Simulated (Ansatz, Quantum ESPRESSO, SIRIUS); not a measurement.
# Equation of state of FeO under PBE

Symmetry: Pm-3m, No. 221, cubic system. Conventional cell: a = 2.612 Å, b = 2.612 Å, c = 2.612 Å, α = 90.00°, β = 90.00°, γ = 90.00°. Fe (site symmetry m-3m) has 8 O at 2.26 Å as nearest neighbours. Around O (site symmetry m-3m) lie 8 Fe at 2.26 Å.

The cell comes from a database or a generator and needn't be the stable form of this composition.

The cell was scaled at fixed shape and fractions and run with Ansatz, Ansatz PAW (earlier soft set), cutoff 420 eV; PBE, k mesh 10 × 10 × 10 on the cell of 2 atoms, fermi-dirac occupations of 0.05 eV, collinear spin, ferromagnetic start, no spin-orbit coupling. Energies are those that the program minimises, any entropy of the smearing included. For a metal such a mesh isn't converged to the digits shown. The magnetic state is the one that the start led to, which needn't be the lowest.

```csv
V (Å³/atom),energy over the lowest row (meV/atom)
8.3801,68.57
8.5584,43.13
8.7367,24.17
8.9150,?
9.0934,3.09
9.2717,0.00
9.4500,1.21
```

Fit the third-order Birch-Murnaghan form, give V0, B0 and B′, and predict the energy left open.

With y = (V0/V)^(2/3), E = E0 + (9 V0 B0/16) [(y - 1)³ B′ + (y - 1)² (6 - 4y)]. Least squares through the rows shown give V0 = 9.3081 Å³/atom, E0 = -0.10 meV, B0 = 198.9 GPa (1 eV/Å³ = 160.218 GPa) and B′ = 4.11, with a largest miss of 0.02 meV. At V = 8.9150 the form with these constants gives 10.99 meV; the run gave 11.00 meV an atom. Other set-ups at this level, from all their volumes (Å³/atom, GPa): Quantum ESPRESSO, SSSP 1.3 efficiency PBE: V0 9.341, B0 198.5; SIRIUS, all-electron FP-LAPW, apw+lo standard: V0 9.300, B0 195.8.
